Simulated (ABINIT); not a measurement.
Crystal: Au.

```
Au
1.0
     0.00000    2.03500    2.03500
     2.03500    0.00000    2.03500
     2.03500    2.03500    0.00000
Au
1
Direct
  0.00000 0.00000 0.00000
```

Base run:

* Program: ABINIT 10.8.3 (patched build)
* Functional: LDA
* Potentials or basis: JTH PAW LDA v2.0
* Cutoff: 680 eV
* k mesh: 11 × 11 × 11
* Occupations: fermi-dirac, width 0.05 eV
* Spin: no spin polarisation

Its results: band gap on the k mesh none (metal or under the smearing width); pressure -2.9 GPa.

Problem. The run is repeated on the same cell with these changes: k mesh from 11 × 11 × 11 to 4 × 4 × 4. What comes out?

Solution. Band gap on the k mesh none (metal or under the smearing width); pressure -0.4 GPa.

Caveats: some runs use coarse meshes; spin-orbit coupling is left out, which moves the levels of the heavy elements (some runs).
